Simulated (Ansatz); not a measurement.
An input for Ansatz 0.2.0 (Pr):

input.yaml

```yaml
crystal:
  lattice:
    - [-2.0973721543, 2.0973721543, 2.0973721543]
    - [2.0973721543, -2.0973721543, 2.0973721543]
    - [2.0973721543, 2.0973721543, -2.0973721543]
  atoms:
    - { symbol: Pr, position: [0.0, 0.0, 0.0], spin: 2.0 }
hamiltonian:
  xc: lda
  pseudopotentials: { kind: nc }
  hubbard:
    sites: [{ species: Pr, l: f, u_eff: 7.0 }]
    projectors: all-electron-ortho-atomic
magnetization:
  spin_polarized: true
kpoints:
  mp_grid: { grid: [9, 9, 9] }
  band_path:
    path:
      - [[0.0, 0.0, 0.0], [0.5, -0.5, 0.5], [0.0, 0.0, 0.5], [0.0, 0.0, 0.0], [0.25, 0.25, 0.25], [0.5, -0.5, 0.5]]
      - [[0.25, 0.25, 0.25], [0.0, 0.0, 0.5]]
    npoints: 14
scf:
  occupations: { method: fermi_dirac, width: 0.025 }
  n_extra_bands: 6
  convergence: { dr2_threshold: 1.0e-11 }
output:
  forces: true
  stress: true
  eigenvalues: true
  fatbands: false
```

Potentials or basis: Ansatz NC.

Launch:

```bash
$ ansatz run input.yaml --threads 1 --pin off --max-ram 2560MiB --backend cpu --events-out ev --progress --plain --runs-dir out
```

Q: Does this run start?

A: The run stopped without a result. It printed:

Output:

```text
Error: no pseudopotential record for Pr at <dir> Nothing was run.
  By this build's list the table `kind: nc`, `accuracy: standard` of `hamiltonian.pseudopotentials` has no Pr in this build's library.
Fix: take Pr from another table that serves this run, or name a record of your own for Pr alone.
  `kind`, and `accuracy` or `source` (`level` with this project's own files alone, `core` of norm-conserving files with no table named), under `hamiltonian.pseudopotentials` apply to every element of the deck. For LDA this build's library has files of Pr, which may not all serve this run, under
    kind: paw      source: jth
  To change Pr alone, name a record of the deck's `kind` under `hamiltonian.pseudopotentials.azcp`, as `Pr: <path>` (`python -m ansatz.pseudopotential add <file.upf> <file.azcp>` makes one from a UPF file).
  `python` is the interpreter of the environment that holds the engine's wheel, or a checkout's `.venv/bin/python`.
```
